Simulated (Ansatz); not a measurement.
# In3Sb: how settings move the results

The task, for In3Sb: test the k-point mesh.

Computed with Ansatz 0.2.0 (DFT PBEsol, scalar-relativistic, plane waves, PAW, unless a step's input says otherwise).

### 1 Starting point

Symmetry: Pm-3m, No. 221, cubic system. The conventional cell has a = 4.837 Å, b = 4.837 Å, c = 4.837 Å, α = 90.00°, β = 90.00°, γ = 90.00°. Around In (site symmetry 4/mmm) lie 8 In at 3.42 Å and 4 Sb at 3.42 Å. Sb (site symmetry m-3m) is surrounded by 12 In at 3.42 Å.

Coordinates:

```cif
data_structure
_symmetry_space_group_name_H-M 'Pm-3m'
_symmetry_Int_Tables_number 221
_cell_length_a 4.8370
_cell_length_b 4.8370
_cell_length_c 4.8370
_cell_angle_alpha 90.000
_cell_angle_beta 90.000
_cell_angle_gamma 90.000
_cell_volume 113.17
loop_
_atom_site_label
_atom_site_type_symbol
_atom_site_symmetry_multiplicity
_atom_site_Wyckoff_symbol
_atom_site_fract_x
_atom_site_fract_y
_atom_site_fract_z
_atom_site_occupancy
In1 In 3 c 0.50000 0.50000 0.00000 1
Sb1 Sb 1 a 0.00000 0.00000 0.00000 1
```

Source of the structure: the Materials Project (structure only). It is taken as it stands there.

### 2 The base input

input.yaml

```yaml
crystal:
  lattice:
    - [4.836962, 0.0, 0.0]
    - [0.0, 4.836962, 0.0]
    - [0.0, 0.0, 4.836962]
  atoms:
    - { symbol: In, position: [0.5, 0.5, 0.0] }
    - { symbol: In, position: [0.5, 0.0, 0.5] }
    - { symbol: In, position: [0.0, 0.5, 0.5] }
    - { symbol: Sb, position: [0.0, 0.0, 0.0] }
basis:
  ecutwfc: 420
kpoints:
  mp_grid: { grid: [10, 10, 10] }
hamiltonian:
  xc: pbesol
scf:
  occupations: { method: gaussian, width: 0.1 }
output:
  forces: true
  stress: true
  eigenvalues: true
  populations: true
  write_density: true
  write_potential: true
  elf: true
  volumetric_format: npy
```

Its results, from an earlier run: -5746.0333 eV/atom at zero smearing, pressure -2.70 GPa, largest force 0.000 eV/Å, no gap on the mesh, in 7 SCF cycles and 16 s.

### 3 K-point mesh: 1×1×1

input.yaml, as its differences from that of step 2:

```diff
@@ -13,3 +13,3 @@
 kpoints:
-  mp_grid: { grid: [10, 10, 10] }
+  mp_grid: { grid: [1, 1, 1] }
 hamiltonian:
@@ -22,6 +22 @@
   eigenvalues: true
-  populations: true
-  write_density: true
-  write_potential: true
-  elf: true
-  volumetric_format: npy
```

Started as:

```
ansatz run input.yaml --threads 1 --pin off --max-ram 2560MiB --backend cpu --events-out ev --progress --plain --runs-dir out
```

Log, shortened:

```text
Warning: RAYON_NUM_THREADS=1 ignored (pool sized by the plan → 1); use --threads N
[...]
Pseudopotentials: kind: paw
Pseudopotential: In, paw, valence charge 13, recommended cutoff 420 eV (normal), In.paw.azcp
Pseudopotential: Sb, paw, valence charge 15, recommended cutoff 420 eV (normal), Sb.paw.azcp
Functional definition: PBEsol
[...]
Crystal: 4 atoms, lattice volume = 113.167 Å³
Basis set: ecut = 420 eV, 2205 PW (Γ), exchange–correlation on 72×72×72 points (8 copies of the dense FFT grid, shifted against one another)
Bands: 33, of which v1, the nominal top of the filled ones, is band 27 counted from 1 (26 counted from 0)
Symmetry: 48 space group operations
Space group: Pm-3m (ITA 221), of the structure as read, at distance tolerance 4.8e-5 Å
k-points: 1
[...]
SCF iter   1: F=—  HF=-22984.167674 eV  |F-HF|=—  |Δ(HF+E_count)|=         —  Δρ=1.19e-2  dr2=2.26e-1  ethr=1.77e-3  ⟨swp⟩=7.0  Hψ=128  notcnv=0
[...]
SCF iter   7: F=-22984.099334 eV  HF=-22984.099334 eV  |F-HF|=7.14e-9  |Δ(HF+E_count)|=   2.25e-7  Δρ=3.82e-6  dr2=1.73e-8  ethr=1.85e-10  ⟨swp⟩=9.0  Hψ=139  notcnv=0
[...]
SCF converged after 7 iterations
Free energy (F): -22984.099334 eV
[...]
E sigma→0 (E₀):  -22984.099334 eV
Fermi energy:    9.374650 eV
[...]
--- Forces (eV/Å), atoms counted from 1 ---
  atom   1  In     0.00000000     0.00000000     0.00000000
  atom   2  In     0.00000000     0.00000000     0.00000000
  atom   3  In    -0.00000000    -0.00000000     0.00000000
  atom   4  Sb    -0.00000000     0.00000000    -0.00000000
[...]
--- Stress (GPa, compression-positive) ---
        2.332148       0.000000       0.000000
        0.000000       2.332148       0.000000
       -0.000000       0.000000       2.332148
  P = ⅓ Tr σ = 2.3321 GPa (23.321 kbar)
--- Band table (eV) ---
[...]
```

It took 0.98 s on 1 thread of Intel Xeon at 2.70GHz, shared host; peak memory 0.33 GiB.

This run gives -5746.0248 eV/atom at zero smearing, pressure 2.33 GPa and a gap of 4.45 eV on the mesh.

### 4 K-point mesh: 2×2×2

input.yaml, as its differences from that of step 3:

```diff
@@ -13,3 +13,3 @@
 kpoints:
-  mp_grid: { grid: [1, 1, 1] }
+  mp_grid: { grid: [2, 2, 2] }
 hamiltonian:
```

Started as:

```
ansatz run input.yaml --threads 1 --pin off --max-ram 2560MiB --backend cpu --events-out ev --progress --plain --runs-dir out
```

Log, shortened:

```text
Warning: RAYON_NUM_THREADS=1 ignored (pool sized by the plan → 1); use --threads N
[...]
Pseudopotentials: kind: paw
Pseudopotential: In, paw, valence charge 13, recommended cutoff 420 eV (normal), In.paw.azcp
Pseudopotential: Sb, paw, valence charge 15, recommended cutoff 420 eV (normal), Sb.paw.azcp
Functional definition: PBEsol
[...]
Crystal: 4 atoms, lattice volume = 113.167 Å³
Basis set: ecut = 420 eV, 2205 PW (Γ), exchange–correlation on 72×72×72 points (8 copies of the dense FFT grid, shifted against one another)
Bands: 33, of which v1, the nominal top of the filled ones, is band 27 counted from 1 (26 counted from 0)
Symmetry: 48 space group operations
Space group: Pm-3m (ITA 221), of the structure as read, at distance tolerance 4.8e-5 Å
k-points: 4 of 8
[...]
SCF iter   1: F=—  HF=-22982.778870 eV  |F-HF|=—  |Δ(HF+E_count)|=         —  Δρ=6.07e-3  dr2=5.53e-2  ethr=1.77e-3  ⟨swp⟩=6.5  Hψ=529  notcnv=0
[...]
SCF iter   7: F=-22982.763704 eV  HF=-22982.763704 eV  |F-HF|=2.40e-8  |Δ(HF+E_count)|=   9.59e-7  Δρ=7.51e-6  dr2=6.58e-8  ethr=1.85e-10  ⟨swp⟩=7.2  Hψ=697  notcnv=0
[...]
SCF converged after 7 iterations
Free energy (F): -22982.763704 eV
[...]
E sigma→0 (E₀):  -22982.750357 eV
Entropy (-TS):   -0.026695 eV (-6.674 meV/atom)
Fermi energy:    9.311850 eV
[...]
--- Forces (eV/Å), atoms counted from 1 ---
  atom   1  In     0.00000000     0.00000000     0.00000000
  atom   2  In     0.00000000     0.00000000     0.00000000
  atom   3  In     0.00000000    -0.00000000     0.00000000
  atom   4  Sb    -0.00000000    -0.00000000     0.00000000
[...]
--- Stress (GPa, compression-positive) ---
       -2.827920       0.000000       0.000000
        0.000000      -2.827920       0.000000
        0.000000       0.000000      -2.827920
  P = ⅓ Tr σ = -2.8279 GPa (-28.279 kbar)
--- Band table (eV) ---
[...]
```

It took 1.5 s on 1 thread of Intel Xeon at 2.70GHz, shared host; peak memory 0.36 GiB.

Read-out: -5745.6876 eV/atom at zero smearing, pressure -2.83 GPa and no gap on the mesh.

### 5 K-point mesh set to 4×4×4

input.yaml, as its differences from that of step 4:

```diff
@@ -13,3 +13,3 @@
 kpoints:
-  mp_grid: { grid: [2, 2, 2] }
+  mp_grid: { grid: [4, 4, 4] }
 hamiltonian:
```

Started as:

```
ansatz run input.yaml --threads 1 --pin off --max-ram 2560MiB --backend cpu --events-out ev --progress --plain --runs-dir out
```

Log, shortened:

```text
Warning: RAYON_NUM_THREADS=1 ignored (pool sized by the plan → 1); use --threads N
[...]
Pseudopotentials: kind: paw
Pseudopotential: In, paw, valence charge 13, recommended cutoff 420 eV (normal), In.paw.azcp
Pseudopotential: Sb, paw, valence charge 15, recommended cutoff 420 eV (normal), Sb.paw.azcp
Functional definition: PBEsol
[...]
Crystal: 4 atoms, lattice volume = 113.167 Å³
Basis set: ecut = 420 eV, 2205 PW (Γ), exchange–correlation on 72×72×72 points (8 copies of the dense FFT grid, shifted against one another)
Bands: 33, of which v1, the nominal top of the filled ones, is band 27 counted from 1 (26 counted from 0)
Symmetry: 48 space group operations
Space group: Pm-3m (ITA 221), of the structure as read, at distance tolerance 4.8e-5 Å
k-points: 10 of 64
[...]
SCF iter   1: F=—  HF=-22984.098451 eV  |F-HF|=—  |Δ(HF+E_count)|=         —  Δρ=2.64e-3  dr2=9.56e-3  ethr=1.77e-3  ⟨swp⟩=7.2  Hψ=1397  notcnv=0
[...]
SCF iter   7: F=-22984.088854 eV  HF=-22984.088854 eV  |F-HF|=3.84e-9  |Δ(HF+E_count)|=   3.98e-7  Δρ=3.21e-6  dr2=1.66e-8  ethr=1.85e-10  ⟨swp⟩=7.3  Hψ=1683  notcnv=0
[...]
SCF converged after 7 iterations
Free energy (F): -22984.088854 eV
[...]
E sigma→0 (E₀):  -22984.076675 eV
Entropy (-TS):   -0.024358 eV (-6.089 meV/atom)
Fermi energy:    9.576670 eV
[...]
--- Forces (eV/Å), atoms counted from 1 ---
  atom   1  In    -0.00000000    -0.00000000     0.00000000
  atom   2  In    -0.00000000    -0.00000000     0.00000000
  atom   3  In     0.00000000    -0.00000000    -0.00000000
  atom   4  Sb    -0.00000000     0.00000000     0.00000000
[...]
--- Stress (GPa, compression-positive) ---
       -3.160356      -0.000000       0.000000
       -0.000000      -3.160356      -0.000000
        0.000000      -0.000000      -3.160356
  P = ⅓ Tr σ = -3.1604 GPa (-31.604 kbar)
--- Band table (eV; the first three rows and the last of 10) ---
[...]
```

Run time: 2.8 s. Hardware: 1 thread of Intel Xeon at 2.70GHz, shared host; peak memory 0.4 GiB.

Result: -5746.0192 eV/atom at zero smearing, pressure -3.16 GPa and no gap on the mesh.

### 6 K-point mesh set to 6×6×6

input.yaml, as its differences from that of step 5:

```diff
@@ -13,3 +13,3 @@
 kpoints:
-  mp_grid: { grid: [4, 4, 4] }
+  mp_grid: { grid: [6, 6, 6] }
 hamiltonian:
```

Started as:

```
ansatz run input.yaml --threads 1 --pin off --max-ram 2560MiB --backend cpu --events-out ev --progress --plain --runs-dir out
```

Log, shortened:

```text
[...]
SCF converged after 7 iterations
Free energy (F): -22984.163917 eV
[...]
E sigma→0 (E₀):  -22984.158650 eV
Entropy (-TS):   -0.010533 eV (-2.633 meV/atom)
Fermi energy:    9.299498 eV
[...]
--- Forces (eV/Å), atoms counted from 1 ---
  atom   1  In     0.00000000    -0.00000000    -0.00000000
  atom   2  In     0.00000000    -0.00000000     0.00000000
  atom   3  In     0.00000000     0.00000000     0.00000000
  atom   4  Sb     0.00000000     0.00000000     0.00000000
[...]
--- Stress (GPa, compression-positive) ---
       -2.583165      -0.000000       0.000000
        0.000000      -2.583165      -0.000000
        0.000000      -0.000000      -2.583165
  P = ⅓ Tr σ = -2.5832 GPa (-25.832 kbar)
--- Band table (eV; the first three rows and the last of 20) ---
[...]
```

Run time: 4.9 s. Hardware: 1 thread of Intel Xeon at 2.70GHz, shared host; peak memory 0.41 GiB.

Result: -5746.0397 eV/atom at zero smearing, pressure -2.58 GPa and no gap on the mesh.

### 7 K-point mesh set to 8×8×8

input.yaml, as its differences from that of step 6:

```diff
@@ -13,3 +13,3 @@
 kpoints:
-  mp_grid: { grid: [6, 6, 6] }
+  mp_grid: { grid: [8, 8, 8] }
 hamiltonian:
```

Started as:

```
ansatz run input.yaml --threads 1 --pin off --max-ram 2560MiB --backend cpu --events-out ev --progress --plain --runs-dir out
```

Log, shortened:

```text
Warning: RAYON_NUM_THREADS=1 ignored (pool sized by the plan → 1); use --threads N
[...]
Pseudopotentials: kind: paw
Pseudopotential: In, paw, valence charge 13, recommended cutoff 420 eV (normal), In.paw.azcp
Pseudopotential: Sb, paw, valence charge 15, recommended cutoff 420 eV (normal), Sb.paw.azcp
Functional definition: PBEsol
[...]
Crystal: 4 atoms, lattice volume = 113.167 Å³
Basis set: ecut = 420 eV, 2205 PW (Γ), exchange–correlation on 72×72×72 points (8 copies of the dense FFT grid, shifted against one another)
Bands: 33, of which v1, the nominal top of the filled ones, is band 27 counted from 1 (26 counted from 0)
Symmetry: 48 space group operations
Space group: Pm-3m (ITA 221), of the structure as read, at distance tolerance 4.8e-5 Å
k-points: 35 of 512
[...]
SCF iter   1: F=—  HF=-22984.148748 eV  |F-HF|=—  |Δ(HF+E_count)|=         —  Δρ=2.73e-3  dr2=1.19e-2  ethr=1.77e-3  ⟨swp⟩=7.2  Hψ=4906  notcnv=0  defer=2
[...]
SCF iter   7: F=-22984.138995 eV  HF=-22984.138995 eV  |F-HF|=1.78e-8  |Δ(HF+E_count)|=   4.39e-7  Δρ=3.44e-6  dr2=3.52e-8  ethr=1.85e-10  ⟨swp⟩=7.4  Hψ=5903  notcnv=0
[...]
SCF converged after 7 iterations
Free energy (F): -22984.138995 eV
[...]
E sigma→0 (E₀):  -22984.130669 eV
Entropy (-TS):   -0.016650 eV (-4.163 meV/atom)
Fermi energy:    9.317932 eV
[...]
--- Forces (eV/Å), atoms counted from 1 ---
  atom   1  In     0.00000000    -0.00000000     0.00000000
  atom   2  In    -0.00000000    -0.00000000     0.00000000
  atom   3  In     0.00000000     0.00000000    -0.00000000
  atom   4  Sb    -0.00000000    -0.00000000     0.00000000
[...]
--- Stress (GPa, compression-positive) ---
       -2.862648       0.000000       0.000000
        0.000000      -2.862648      -0.000000
        0.000000      -0.000000      -2.862648
  P = ⅓ Tr σ = -2.8626 GPa (-28.626 kbar)
--- Band table (eV; the first three rows and the last of 35) ---
[...]
```

It took 7.8 s on 1 thread of Intel Xeon at 2.70GHz, shared host; peak memory 0.44 GiB.

This run gives -5746.0327 eV/atom at zero smearing, pressure -2.86 GPa and no gap on the mesh.

### 8 K-point mesh set to 12×12×12

input.yaml, as its differences from that of step 7:

```diff
@@ -13,3 +13,3 @@
 kpoints:
-  mp_grid: { grid: [8, 8, 8] }
+  mp_grid: { grid: [12, 12, 12] }
 hamiltonian:
```

Started as:

```
ansatz run input.yaml --threads 1 --pin off --max-ram 2560MiB --backend cpu --events-out ev --progress --plain --runs-dir out
```

Log, shortened:

```text
[...]
SCF converged after 7 iterations
Free energy (F): -22984.146040 eV
[...]
E sigma→0 (E₀):  -22984.139882 eV
Entropy (-TS):   -0.012316 eV (-3.079 meV/atom)
Fermi energy:    9.324145 eV
[...]
--- Forces (eV/Å), atoms counted from 1 ---
  atom   1  In     0.00000000    -0.00000000    -0.00000000
  atom   2  In    -0.00000000    -0.00000000     0.00000000
  atom   3  In     0.00000000    -0.00000000    -0.00000000
  atom   4  Sb    -0.00000000     0.00000000    -0.00000000
[...]
--- Stress (GPa, compression-positive) ---
       -2.816844       0.000000       0.000000
        0.000000      -2.816844       0.000000
        0.000000       0.000000      -2.816844
  P = ⅓ Tr σ = -2.8168 GPa (-28.168 kbar)
--- Band table (eV; the first three rows and the last of 84) ---
[...]
```

It took 19 s on 1 thread of Intel Xeon at 2.70GHz, shared host; peak memory 0.54 GiB.

This run gives -5746.0350 eV/atom at zero smearing, pressure -2.82 GPa and no gap on the mesh.

### 9 K-point mesh set to 14×14×14

input.yaml, as its differences from that of step 8:

```diff
@@ -13,3 +13,3 @@
 kpoints:
-  mp_grid: { grid: [12, 12, 12] }
+  mp_grid: { grid: [14, 14, 14] }
 hamiltonian:
```

Started as:

```
ansatz run input.yaml --threads 1 --pin off --max-ram 2560MiB --backend cpu --events-out ev --progress --plain --runs-dir out
```

Log, shortened:

```text
Warning: RAYON_NUM_THREADS=1 ignored (pool sized by the plan → 1); use --threads N
[...]
Pseudopotentials: kind: paw
Pseudopotential: In, paw, valence charge 13, recommended cutoff 420 eV (normal), In.paw.azcp
Pseudopotential: Sb, paw, valence charge 15, recommended cutoff 420 eV (normal), Sb.paw.azcp
Functional definition: PBEsol
[...]
Crystal: 4 atoms, lattice volume = 113.167 Å³
Basis set: ecut = 420 eV, 2205 PW (Γ), exchange–correlation on 72×72×72 points (8 copies of the dense FFT grid, shifted against one another)
Bands: 33, of which v1, the nominal top of the filled ones, is band 27 counted from 1 (26 counted from 0)
Symmetry: 48 space group operations
Space group: Pm-3m (ITA 221), of the structure as read, at distance tolerance 4.8e-5 Å
k-points: 120 of 2744
[...]
SCF iter   1: F=—  HF=-22984.151298 eV  |F-HF|=—  |Δ(HF+E_count)|=         —  Δρ=2.66e-3  dr2=9.23e-3  ethr=1.77e-3  ⟨swp⟩=7.2  Hψ=16824  notcnv=0  defer=8
[...]
SCF iter   7: F=-22984.142249 eV  HF=-22984.142249 eV  |F-HF|=2.06e-8  |Δ(HF+E_count)|=   2.27e-7  Δρ=4.08e-6  dr2=3.37e-8  ethr=1.85e-10  ⟨swp⟩=7.3  Hψ=17816  notcnv=0
[...]
SCF converged after 7 iterations
Free energy (F): -22984.142249 eV
[...]
E sigma→0 (E₀):  -22984.135889 eV
Entropy (-TS):   -0.012719 eV (-3.180 meV/atom)
Fermi energy:    9.325947 eV
[...]
--- Forces (eV/Å), atoms counted from 1 ---
  atom   1  In     0.00000000    -0.00000000    -0.00000000
  atom   2  In     0.00000000    -0.00000000    -0.00000000
  atom   3  In     0.00000000    -0.00000000    -0.00000000
  atom   4  Sb    -0.00000000     0.00000000    -0.00000000
[...]
--- Stress (GPa, compression-positive) ---
       -2.775179       0.000000       0.000000
        0.000000      -2.775179       0.000000
        0.000000       0.000000      -2.775179
  P = ⅓ Tr σ = -2.7752 GPa (-27.752 kbar)
--- Band table (eV; the first three rows and the last of 120) ---
[...]
```

Run time: 31 s. Hardware: 1 thread of Intel Xeon at 2.70GHz, shared host; peak memory 0.61 GiB.

This run gives -5746.0340 eV/atom at zero smearing, pressure -2.78 GPa and no gap on the mesh.

### 10 The sweep of the k-point mesh side by side

Energies are per atom, extrapolated to zero smearing, and count from the run at 14×14×14. Pressure is positive in compression.

```csv
mesh,ΔE (meV/atom),pressure (GPa),gap on the mesh (eV),irreducible points,SCF cycles,CPU time
1×1×1,9.14,2.33,4.452,1,7,0.93 s
2×2×2,346,-2.83,none,4,7,1.4 s
4×4×4,14.8,-3.16,none,10,7,2.8 s
6×6×6,-5.69,-2.58,none,20,7,4.9 s
8×8×8,1.30,-2.86,none,35,7,7.8 s
10×10×10,0.68,-2.70,none,56,7,16 s
12×12×12,-1.00,-2.82,none,84,7,19 s
14×14×14,0.00,-2.78,none,120,7,31 s
```

The times were taken beside other jobs on the same host; read them as orders of magnitude.

### 11 Summary of results

```
                                               quantity                         value
k-point mesh: within 10 and 1 meV/atom of 14×14×14 from  6×6×6 for 10; 10×10×10 for 1
```

In words: In the sweep of the k-point mesh, 10×10×10 already comes within 1 meV/atom of the reference, and so do all later runs, at about 0.51 of the reference's time. That is measured against the best run here, which may itself be short of the limit. The gaps on the coarsest meshes are artefacts of sampling: the crystal is a metal on the dense ones. The error changes sign along the series, since a k mesh isn't variational, and a metal needs dense meshes to resolve its Fermi surface. These runs have no spin-orbit coupling; with Sb it would split and shift bands.
